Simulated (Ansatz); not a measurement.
A run of Ansatz 0.2.0 is set up as follows.

The input input.yaml:

```yaml
crystal:
  lattice:
    - [0.0, 2.325, 2.325]
    - [2.325, 0.0, 2.325]
    - [2.325, 2.325, 0.0]
  atoms:
    - { symbol: Hf, position: [0.5, 0.5, 0.5] }
    - { symbol: C, position: [0.0, 0.0, 0.0] }
kpoints:
  mp_grid: { grid: [10, 10, 10] }
scf:
  occupations: { method: fermi_dirac, width: 0.05 }
hamiltonian:
  xc: pbesol
  pseudopotentials: { kind: all_electron, lapw: { basis_error: 0.001 } }
output:
  forces: true
  stress: true
relax:
  f_tol: 0.02
  max_steps: 60
  cell: {}
```

Potentials or basis: all-electron LAPW, scalar-relativistic.

Command:

```console
$ ansatz run input.yaml --threads 1 --pin off --max-ram 3072MiB --backend cpu --events-out ev --progress --plain --runs-dir out
```

(1) Estimate the relaxed volume.

(2) What does it give for the space group after relaxing (to 0.05 Å)?

(3) Estimate the relaxed cell.

Results:

(1) 12.23 Å³/atom.

(2) Fm-3m (No. 225).

(3) a = 3.258 Å, b = 3.258 Å, c = 3.258 Å, α = 60.00°, β = 60.00°, γ = 60.00°.
